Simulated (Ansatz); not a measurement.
# H on TaC (111)

Aim: for TaC, compare the adsorption sites of H.

Program: Ansatz 0.2.0. Level of theory: DFT PBEsol, scalar-relativistic, plane waves, PAW. These are calculated values, not measurements.

2 further runs of the same task are left out: 2 set aside as unsound or not needed.

## 1. The system as given

Symmetry: P3m1, No. 156, trigonal system. The conventional cell has a = 3.139 Å, b = 3.139 Å, c = 24.690 Å, α = 90.00°, β = 90.00°, γ = 120.00°. Around C (site symmetry 3m) lie 3 Ta at 2.22 Å. Around Ta (site symmetry 3m) lie 6 C at 2.22 Å. C (site symmetry 3m) is surrounded by 6 Ta at 2.22 to 2.23 Å. Ta (site symmetry 3m) is surrounded by 6 C at 2.18 to 2.23 Å. Around C (site symmetry 3m) lie 6 Ta at 2.18 to 2.31 Å. Around Ta (site symmetry 3m) lie 6 C at 2.07 to 2.31 Å. C (site symmetry 3m) is surrounded by 3 Ta at 2.07 Å.

Structure file:

```
C Ta
1.0
     3.13930    0.00000    0.00000
    -1.56965    2.71872    0.00000
     0.00000    0.00000   24.68969
C Ta
4 3
Direct
  0.33333 0.66667 0.34427
  0.00000 0.00000 0.44809
  0.66667 0.33333 0.55034
  0.33333 0.66667 0.64856
  0.66667 0.33333 0.39618
  0.33333 0.66667 0.50097
  0.00000 0.00000 0.60816
```

Miller indices refer to the conventional cell of the relaxed bulk, Fm-3m (No. 225): a = 4.440 Å, b = 4.440 Å, c = 4.440 Å, α = 90.00°, β = 90.00°, γ = 90.00°.

This (111) slab, 7.7 Å thick as cut, with 17 Å of vacuum; its outer planes are C (top) and C (bottom), was relaxed beforehand with its lower half held: -30403.7809 eV, work function 7.19 eV (top face), 6.73 eV (bottom face), dipole along +c -0.021 e·Å per cell.

## 2. Start: H, top (C)

input.yaml reads:

```yaml
crystal:
  lattice:
    - [3.1393032007, 0.0, 0.0]
    - [-1.5696516003, 2.718716322, 0.0]
    - [0.0, 0.0, 26.6896909896]
  atoms:
    - { symbol: C, position: [0.3333333333, 0.6666666667, 0.3184750248] }
    - { symbol: Ta, position: [0.6666666667, 0.3333333333, 0.3664941332] }
    - { symbol: C, position: [0.0, 0.0, 0.4145132416] }
    - { symbol: Ta, position: [0.3333333333, 0.6666666667, 0.4634286839] }
    - { symbol: C, position: [0.6666666667, 0.3333333333, 0.5091007386] }
    - { symbol: Ta, position: [0.0, 0.0, 0.5625887657] }
    - { symbol: C, position: [0.3333333333, 0.6666666667, 0.5999630155] }
    - { symbol: H, position: [0.3333333333, 0.6666666667, 0.6404280775] }
basis:
  ecutwfc: 420
kpoints:
  mp_grid: { grid: [9, 9, 1] }
hamiltonian:
  xc: pbesol
scf:
  occupations: { method: gaussian, width: 0.1 }
output:
  forces: true
  eigenvalues: true
relax:
  adjacent_minimum: "off"
  f_tol: 0.03
  max_steps: 70
  constraints: [{ sites: [0, 1, 2] }]
efield:
  axis: 3
  dipole_correction: true
```

The session goes on with these runs: H at the hollow (nearest C) site; start: H, bridge (C-C).

Q: Predict the outcome of this session. Wanted: H: lowest end.

As calculated:

| quantity | value |
| --- | --- |
| H: lowest end | E_ads -3.78 eV, from the top (C) start, 1 bonded, 1.10 Å high |

**Reading.** The strongest binding of H is 3.78 eV, a strong chemical bond when counted from the free atom, not from the element's molecule or solid; the ends span 1.73 eV. It lowers the work function by 2.65 eV, as a dipole layer with its positive end outwards does. The slab runs have no spin polarisation, while the free adsorbate has its spin; a moment that survived on the surface would lower E_ads. A start on a symmetric site keeps its symmetry, so an end may be a saddle point and not a minimum. These runs have no spin-orbit coupling; with Ta it would split and shift bands.
